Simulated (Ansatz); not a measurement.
# BN (Fmm2) in Ansatz: notebook

One crystal, BN, is run at these levels: PBEsol; tasks: single point, equation of state.

All numbers are computed with Ansatz 0.2.0; they aren't measurements. Logs are shortened: lines on timing, memory, paths and dates and some standing lists are left out, and cuts for length are marked.

## 1. The structure

The structure is orthorhombic, space group Fmm2 (No. 42). Conventional cell: a = 2.503 Å, b = 6.991 Å, c = 4.332 Å, α = 90.00°, β = 90.00°, γ = 90.00°. N (site symmetry mm2) has 3 B at 1.44 Å as nearest neighbours. Around B (site symmetry mm2) lie 3 N at 1.44 Å.

Measurements of this composition are mostly on another form, of space group No. 194.

## 2. Single point, PBEsol, 8.91 Å³/atom (volume scaled by 0.94)

File input.yaml:

```yaml
crystal:
  lattice:
    - [0.0, 3.4239628326, 2.1218728889]
    - [1.2260814184, 0.0, 2.1218728889]
    - [1.2260814184, 3.4239628326, 0.0]
  atoms:
    - { symbol: "N", position: [0.66665134, 0.66665134, 0.33334866] }
    - { symbol: B, position: [4.865e-05, 4.865e-05, 0.99995135] }
hamiltonian:
  xc: pbesol
  pseudopotentials: { kind: paw }
kpoints:
  mp_grid: { grid: [13, 13, 13] }
scf:
  occupations: { method: fermi_dirac, width: 0.05 }
output:
  forces: true
  stress: true
  eigenvalues: true
```

Potentials or basis: Ansatz PAW.

On the command line:

```console
$ ansatz run input.yaml --threads 2 --pin off --max-ram 5632MiB --backend cpu --events-out ev --progress --plain --runs-dir out
```

Output:

```text
Warning: RAYON_NUM_THREADS=2 ignored (pool sized by the plan → 2); use --threads N
Engine: ansatz 0.2.0, x86_64-unknown-linux-gnu
Pseudopotentials: kind: paw
Pseudopotential: N, paw, valence charge 5, recommended cutoff 420 eV (normal), N.paw.azcp
Pseudopotential: B, paw, valence charge 3, recommended cutoff 420 eV (normal), B.paw.azcp
Functional definition: PBEsol
  exchange = pbesol_x
  correlation = pbesol_c
Crystal: 2 atoms, lattice volume = 17.815 Å³
Basis set: ecut = 420 eV, 333 PW (Γ), exchange–correlation on 54×36×50 points (8 copies of the dense FFT grid, shifted against one another)
Bands: 8, of which v1, the nominal top of the filled ones, is band 4 counted from 1 (3 counted from 0)
Symmetry: 4 space group operations
Space group: Fmm2 (ITA 42), of the structure as read, at distance tolerance 2.6e-5 Å
k-points: 343 of 2197 (time reversal used)
Non-local potential: N, projectors of the file, l = 0: 2, l = 1: 2, l = 2: 1
Non-local potential: B, projectors of the file, l = 0: 2, l = 1: 2, l = 2: 1
PAW form: soft (Blöchl's): semilocal exchange-correlation on the pseudo side does not see the compensation charge
PAW frozen core: N, regenerated for the run's functional, and the local potential with it (the file was generated under x = pbe(κ = 0.804, μ = 0.2195149727645171), c = pbe(β = 0.06672455060314922))
PAW frozen core: B, regenerated for the run's functional, and the local potential with it (the file was generated under x = pbe(κ = 0.804, μ = 0.2195149727645171), c = pbe(β = 0.06672455060314922))
PAW one-centre angular grid: N, 110 points (default); XC on 64 Gauss nodes
PAW one-centre angular grid: B, 110 points (default); XC on 64 Gauss nodes
Initial density: superposition of atomic densities (neutral atoms: chi_scale 0, normalization atom), corrected by the library's trained network
Initial wavefunctions: pseudopotential atomic-orbital guess
Functional: x = pbesol(κ = 0.804, μ = 0.12345679012345678), c = pbesol(β = 0.046)
SCF iter   1: F=—  HF=-533.721994 eV  |F-HF|=—  |Δ(HF+E_count)|=         —  Δρ=8.56e-3  dr2=1.22e-2  ethr=1.77e-3  ⟨swp⟩=4.0  Hψ=17940  notcnv=0
preconditioner: auto → none  [insulator: Δε(μ)=3.733 eV  Ē_g=18.933 eV  σ=0.050 eV  W_gap=1.00  n_scr=2 (ndim 8)  ℏωp=24.9 eV  f_vac=0.029  D(μ)=0.00/eV (n_scr^D=0)  ε∞_Penn≈2.7]
SCF iter   2: F=—  HF=-533.719193 eV  |F-HF|=—  |Δ(HF+E_count)|=   2.80e-3  Δρ=2.82e-3  dr2=9.24e-4  ethr=1.53e-4  ⟨swp⟩=2.9  Hψ=7883  notcnv=0
SCF iter   3: F=—  HF=-533.718999 eV  |F-HF|=—  |Δ(HF+E_count)|=   1.94e-4  Δρ=7.22e-4  dr2=5.48e-5  ethr=1.16e-5  ⟨swp⟩=2.7  Hψ=4385  notcnv=0
SCF iter   4: F=—  HF=-533.719053 eV  |F-HF|=—  |Δ(HF+E_count)|=   5.37e-5  Δρ=1.53e-4  dr2=1.20e-6  ethr=6.85e-7  ⟨swp⟩=2.8  Hψ=4127  notcnv=0
iter 5 did not close the SCF: its close was put off for the readings that it lacked (scf_convergence_deferred on its scf_iter line)
SCF iter   5: F=-533.719058 eV  HF=-533.719058 eV  |F-HF|=3.87e-8  |Δ(HF+E_count)|=   4.93e-6  Δρ=1.33e-5  dr2=8.92e-9  ethr=1.51e-8  ⟨swp⟩=2.2  Hψ=3867  notcnv=0
SCF iter   6: F=-533.719058 eV  HF=-533.719058 eV  |F-HF|=7.18e-10  |Δ(HF+E_count)|=   4.23e-8  Δρ=2.03e-6  dr2=2.31e-10  ethr=1.11e-10  ⟨swp⟩=2.2  Hψ=9832  notcnv=0
SCF 1 converged in 6 iterations: F = -533.719058 eV  dr2 = 2.31e-10
SCF converged after 6 iterations
Free energy (F): -533.719058 eV
Harris-Foulkes:  -533.719058 eV  (|F-HF|=7.18e-10)
Internal energy: -533.719058 eV  (E = F + TS)
E sigma→0 (E₀):  -533.719058 eV
Fermi energy:    6.785412 eV
--- Per-component energies (eV) ---
  E_band       = -20.435505
  E_kinetic    = 186.054888
  E_local      = -369.008366  (includes V_loc(G=0)·N_el)
  E_nonlocal   = 58.770279
  E_hartree    = 120.923821
  E_xc         = -92.001905
  E_vxc        = -114.672399  (∫ρ·V_xc dr)
  E_paw        = -199.334588  (= ΣΔE_a)
  E_vpaw       = -23.427584  (= ΣTr[D̂ρ^β])
  E_aug_tail   = 0.000096  (compensation charges beyond the density's cutoff)
  E_ewald      = -239.166092
  E_core_change = 0.042810  (= ΣΔE_core)
  E_smearing   = -0.000000  (= −TS)
  E_closure    = -0.000000  (closes the sum)
  Σ components = -533.719058   (vs F -533.719058, Δ=0.00e0)
--- Forces (eV/Å), atoms counted from 1 ---
  atom   1  N      0.00000000    -0.00000000    -0.01301214
  atom   2  B      0.00000000     0.00000000     0.01301222
  max |Σ_I F_I| component: 8.04e-8 eV/Å
--- Stress (GPa, compression-positive) ---
       24.609599       0.000000      -0.000000
        0.000000       0.519303       0.000000
       -0.000000       0.000000      24.626462
  P = ⅓ Tr σ = 16.5851 GPa (165.851 kbar)
--- Band table (eV; the first three rows and the last of 343) ---
  k-point 0: bands = ["-13.3948", "0.0574", "3.4993", "3.5079", "9.5601", "16.8280", "16.8956", "18.5202"]
  k-point 1: bands = ["-13.2703", "0.1770", "3.0079", "3.2623", "9.8363", "16.8054", "17.3864", "18.0692"]
  k-point 2: bands = ["-12.9026", "0.5352", "1.7297", "2.6649", "10.5874", "16.6468", "16.8512", "18.8676"]
  k-point 342: bands = ["-9.9622", "-4.4641", "0.1762", "4.3450", "10.6918", "15.1532", "17.2994", "19.0167"]
```

Run time: 3.2 s. Hardware: 2 threads of Intel Xeon at 2.70GHz, shared host; peak memory 0.39 GiB.

What came out:

| Property | Result |
| --- | --- |
| Free energy | -533.7191 eV |
| Pressure | 16.6 GPa |
| Largest force | 0.013 eV/Å |
| Band gap on the k mesh | 3.83 eV, indirect (least direct gap 4.74 eV) |

Caveat: odd divisions of the mesh miss points on the zone boundary, where band edges often lie, so the gap on the mesh can be too wide; the pressure holds a Pulay correction of +0.6 GPa for the finite cutoff; the PAW data sets come from PBE, with cores solved anew for the run's functional, which leaves a small shift of forces and pressure.

## 3. Single point, PBEsol, 9.10 Å³/atom (volume scaled by 0.96)

Changes to input.yaml since step 2:

```diff
@@ -2,5 +2,5 @@
   lattice:
-    - [0.0, 3.4239628326, 2.1218728889]
-    - [1.2260814184, 0.0, 2.1218728889]
-    - [1.2260814184, 3.4239628326, 0.0]
+    - [0.0, 3.4480760414, 2.1368161481]
+    - [1.2347160791, 0.0, 2.1368161481]
+    - [1.2347160791, 3.4480760414, 0.0]
   atoms:
@@ -19 +19,5 @@
   eigenvalues: true
+  write_density: true
+  write_potential: true
+  elf: true
+  volumetric_format: npy
```

Potentials or basis: Ansatz PAW.

On the command line:

```console
$ ansatz run input.yaml --threads 2 --pin off --max-ram 5632MiB --backend cpu --events-out ev --progress --plain --runs-dir out
```

Wall time 5.2 s (2 threads of Intel Xeon at 2.70GHz, shared host); peak memory 0.39 GiB.

It converged, with:

* Free energy: -533.7513 eV
* Pressure: 10.8 GPa
* Largest force: 0.012 eV/Å
* Band gap on the k mesh: 3.82 eV, indirect (least direct gap 4.69 eV)

Caveat: odd divisions of the mesh miss points on the zone boundary, where band edges often lie, so the gap on the mesh can be too wide; the pressure holds a Pulay correction of +0.6 GPa for the finite cutoff; the PAW data sets come from PBE, with cores solved anew for the run's functional, which leaves a small shift of forces and pressure.

## 4. Single point, PBEsol, 9.29 Å³/atom (volume scaled by 0.98)

File input.yaml:

```yaml
crystal:
  lattice:
    - [0.0, 3.4718566277, 2.1515532769]
    - [1.2432316315, 0.0, 2.1515532769]
    - [1.2432316315, 3.4718566277, 0.0]
  atoms:
    - { symbol: "N", position: [0.66665134, 0.66665134, 0.33334866] }
    - { symbol: B, position: [4.865e-05, 4.865e-05, 0.99995135] }
hamiltonian:
  xc: pbesol
  pseudopotentials: { kind: paw }
kpoints:
  mp_grid: { grid: [13, 13, 13] }
scf:
  occupations: { method: fermi_dirac, width: 0.05 }
output:
  forces: true
  stress: true
  eigenvalues: true
```

On the command line:

```console
$ ansatz run input.yaml --threads 2 --pin off --max-ram 5632MiB --backend cpu --events-out ev --progress --plain --runs-dir out
```

Run time: 4.4 s. Hardware: 2 threads of Intel Xeon at 2.70GHz, shared host; peak memory 0.39 GiB.

The run converged. Its results:

* Free energy: -533.7704 eV
* Pressure: 5.4 GPa
* Largest force: 0.011 eV/Å
* Band gap on the k mesh: 3.81 eV, indirect (least direct gap 4.64 eV)

Caveat: odd divisions of the mesh miss points on the zone boundary, where band edges often lie, so the gap on the mesh can be too wide; the pressure holds a Pulay correction of +0.6 GPa for the finite cutoff; the PAW data sets come from PBE, with cores solved anew for the run's functional, which leaves a small shift of forces and pressure.

## 5. Single point, PBEsol, 9.48 Å³/atom

Changes to input.yaml since step 4:

```diff
@@ -2,5 +2,5 @@
   lattice:
-    - [0.0, 3.4718566277, 2.1515532769]
-    - [1.2432316315, 0.0, 2.1515532769]
-    - [1.2432316315, 3.4718566277, 0.0]
+    - [0.0, 3.49531583, 2.16609124]
+    - [1.2516321, 0.0, 2.16609124]
+    - [1.2516321, 3.49531583, 0.0]
   atoms:
```

On the command line:

```console
$ ansatz run input.yaml --threads 2 --pin off --max-ram 5632MiB --backend cpu --events-out ev --progress --plain --runs-dir out
```

Run time: 2.6 s. Hardware: 2 threads of Intel Xeon at 2.70GHz, shared host; peak memory 0.39 GiB.

Results (log left out):

```
Free energy            : -533.7774 eV
Pressure               : 0.6 GPa
Largest force          : 0.010 eV/Å
Band gap on the k mesh : 3.80 eV, indirect (least direct gap 4.60 eV)
```

Caveat: odd divisions of the mesh miss points on the zone boundary, where band edges often lie, so the gap on the mesh can be too wide; the pressure holds a Pulay correction of +0.6 GPa for the finite cutoff; the PAW data sets come from PBE, with cores solved anew for the run's functional, which leaves a small shift of forces and pressure.

## 6. Single point, PBEsol, 9.67 Å³/atom (volume scaled by 1.02)

Changes to input.yaml since step 5:

```diff
@@ -2,5 +2,5 @@
   lattice:
-    - [0.0, 3.49531583, 2.16609124]
-    - [1.2516321, 0.0, 2.16609124]
-    - [1.2516321, 3.49531583, 0.0]
+    - [0.0, 3.5184642916, 2.1804366332]
+    - [1.2599212959, 0.0, 2.1804366332]
+    - [1.2599212959, 3.5184642916, 0.0]
   atoms:
```

Potentials or basis: Ansatz PAW.

On the command line:

```console
$ ansatz run input.yaml --threads 2 --pin off --max-ram 5632MiB --backend cpu --events-out ev --progress --plain --runs-dir out
```

Wall time 3.2 s (2 threads of Intel Xeon at 2.70GHz, shared host); peak memory 0.39 GiB.

Results (log left out):

```
Free energy            : -533.7734 eV
Pressure               : -3.9 GPa
Largest force          : 0.009 eV/Å
Band gap on the k mesh : 3.79 eV, indirect (least direct gap 4.55 eV)
```

Caveat: odd divisions of the mesh miss points on the zone boundary, where band edges often lie, so the gap on the mesh can be too wide; the pressure holds a Pulay correction of +0.6 GPa for the finite cutoff; the PAW data sets come from PBE, with cores solved anew for the run's functional, which leaves a small shift of forces and pressure.

## 7. Single point, PBEsol, 9.86 Å³/atom (volume scaled by 1.04)

Changes to input.yaml since step 6:

```diff
@@ -2,5 +2,5 @@
   lattice:
-    - [0.0, 3.5184642916, 2.1804366332]
-    - [1.2599212959, 0.0, 2.1804366332]
-    - [1.2599212959, 3.5184642916, 0.0]
+    - [0.0, 3.5413121025, 2.1945957093]
+    - [1.2681028322, 0.0, 2.1945957093]
+    - [1.2681028322, 3.5413121025, 0.0]
   atoms:
```

On the command line:

```console
$ ansatz run input.yaml --threads 2 --pin off --max-ram 5632MiB --backend cpu --events-out ev --progress --plain --runs-dir out
```

Wall time 2.8 s (2 threads of Intel Xeon at 2.70GHz, shared host); peak memory 0.4 GiB.

It converged, with:

```yaml
Free_energy: -533.7594 eV
Pressure: -7.9 GPa
Largest_force: 0.008 eV/Å
Band_gap_on_the_k_mesh: 3.78 eV, indirect (least direct gap 4.50 eV)
```

Caveat: odd divisions of the mesh miss points on the zone boundary, where band edges often lie, so the gap on the mesh can be too wide; the pressure holds a Pulay correction of +0.6 GPa for the finite cutoff; the PAW data sets come from PBE, with cores solved anew for the run's functional, which leaves a small shift of forces and pressure.

## 8. Single point, PBEsol, 10.04 Å³/atom (volume scaled by 1.06)

Changes to input.yaml since step 7:

```diff
@@ -2,5 +2,5 @@
   lattice:
-    - [0.0, 3.5413121025, 2.1945957093]
-    - [1.2681028322, 0.0, 2.1945957093]
-    - [1.2681028322, 3.5413121025, 0.0]
+    - [0.0, 3.5638688387, 2.2085744028]
+    - [1.2761801381, 0.0, 2.2085744028]
+    - [1.2761801381, 3.5638688387, 0.0]
   atoms:
```

On the command line:

```console
$ ansatz run input.yaml --threads 2 --pin off --max-ram 5632MiB --backend cpu --events-out ev --progress --plain --runs-dir out
```

Wall time 3.8 s (2 threads of Intel Xeon at 2.70GHz, shared host); peak memory 0.4 GiB.

The run converged. Its results:

```
Free energy            : -533.7362 eV
Pressure               : -11.6 GPa
Largest force          : 0.007 eV/Å
Band gap on the k mesh : 3.76 eV, indirect (least direct gap 4.46 eV)
```

Caveat: odd divisions of the mesh miss points on the zone boundary, where band edges often lie, so the gap on the mesh can be too wide; the pressure holds a Pulay correction of +0.6 GPa for the finite cutoff; the PAW data sets come from PBE, with cores solved anew for the run's functional, which leaves a small shift of forces and pressure.

## 9. Equation of state, PBEsol

Potentials or basis: Ansatz PAW.

This step only gathers the single runs of the series.

Results:

```
Equilibrium volume                        : 9.50 Å³/atom
Bulk modulus at fixed shape and positions : 230 GPa
Pressure derivative of the bulk modulus   : 3.6
```

Energy against volume, from the lowest point:
```csv
volume (Å³/atom),energy (meV/atom)
8.908,29.16
9.097,13.03
9.287,3.51
9.476,0.00
9.666,1.99
9.855,8.99
10.045,20.56
```

Caveat: the cell was scaled at fixed shape and fractional positions, which overstates the stiffness of a crystal with free parameters, most of all of layers and chains.
